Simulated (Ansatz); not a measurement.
# RbBr: the cost of one run

Computed with Ansatz 0.2.0 (DFT PBE, scalar-relativistic, plane waves, PAW, unless a step's input says otherwise).

## (1) The starting structure

It takes space group Pm-3m (No. 221, cubic). The conventional cell has a = 4.126 Å, b = 4.126 Å, c = 4.126 Å, α = 90.00°, β = 90.00°, γ = 90.00°. Around Rb (site symmetry m-3m) lie 8 Br at 3.57 Å. Around Br (site symmetry m-3m) lie 8 Rb at 3.57 Å.

As a file:

```cif
data_structure
_symmetry_space_group_name_H-M 'P 1'
_symmetry_Int_Tables_number 1
_cell_length_a 4.1261
_cell_length_b 4.1261
_cell_length_c 4.1261
_cell_angle_alpha 90.000
_cell_angle_beta 90.000
_cell_angle_gamma 90.000
_cell_volume 70.24
loop_
_atom_site_label
_atom_site_type_symbol
_atom_site_fract_x
_atom_site_fract_y
_atom_site_fract_z
_atom_site_occupancy
Rb1 Rb 0.00000 0.00000 0.00000 1
Br1 Br 0.50000 0.50000 0.50000 1
```

The structure comes from the Materials Project (structure only).

## (2) A change within the space group

The change: strain xx, yy, zz, yz, xz, xy = -3.1, -3.1, -3.1, +0.0, +0.0, +0.0 %.

input.yaml

```yaml
crystal:
  lattice:
    - [3.9988290761, 0.0, 0.0]
    - [0.0, 3.9988290761, 0.0]
    - [0.0, 0.0, 3.9988290761]
  atoms:
    - { symbol: Rb, position: [0.0, 0.0, 0.0] }
    - { symbol: Br, position: [0.5, 0.5, 0.5] }
basis:
  ecutwfc: 420
kpoints:
  mp_grid: { grid: [6, 6, 6] }
hamiltonian:
  xc: pbe
scf:
  occupations: { method: gaussian, width: 0.02 }
output:
  forces: true
  stress: true
  eigenvalues: true
  write_density: true
  write_potential: true
  elf: true
  volumetric_format: npy
```

Launch:

```bash
> ansatz run input.yaml --threads 1 --pin off --max-ram 1331MiB --backend cpu --events-out ev --progress --plain --runs-dir out
```

**Question.** How long does this run take on 1 thread of an x86-64 CPU, shared host, and how much memory does it need?

About 2.9 s, with a peak of 0.32 GiB.
